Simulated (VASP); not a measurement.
# PbS: equation of state with PBE

Crystal: PbS.

```xyz
2
Lattice="2.1127 1.2197 3.4519 -2.1127 1.2197 3.4519 0.0000 -2.4395 3.4519" Properties=species:S:1:pos:R:3 pbc="T T T"
Pb    0.0000    0.0000   10.1545
S     0.0000    0.0000    4.9193
```

The cell is a database's computed one.

```json
{
  "Program": "VASP 6.6.1",
  "Task": "equation of state",
  "Functional": "PBE",
  "Potentials or basis": "VASP PAW PBE potentials, release 64 (Pb_d, S)",
  "Cutoff": "520 eV",
  "k mesh": "8 × 8 × 8",
  "Occupations": "fermi-dirac, width 0.05 eV",
  "Spin": "no spin polarisation",
  "Further INCAR settings": "ALGO = Normal; EDIFF = 1e-07; NBANDS = 17"
}
```

| Item | Value |
| --- | --- |
| Equilibrium volume | 27.14 Å³/atom |
| Bulk modulus at fixed shape and positions | 53 GPa |
| Pressure derivative of the bulk modulus | 4.2 |

Energy against volume, from the lowest point:
| volume (Å³/atom) | energy (meV/atom) |
| --- | --- |
| 25.085 | 29.30 |
| 25.618 | 15.47 |
| 26.152 | 6.26 |
| 26.686 | 1.25 |
| 27.220 | 0.00 |
| 27.753 | 2.16 |
| 28.287 | 7.38 |

All runs of the series together: 9.1 min on 1 thread of AMD EPYC 7R43 64-Core Processor (Zen 3) (shared host).

Caveat: the cell was scaled at fixed shape and fractional positions, which overstates the stiffness of a crystal with free parameters, most of all of layers and chains. The run has no spin-orbit coupling, so splittings on Pb are missing.
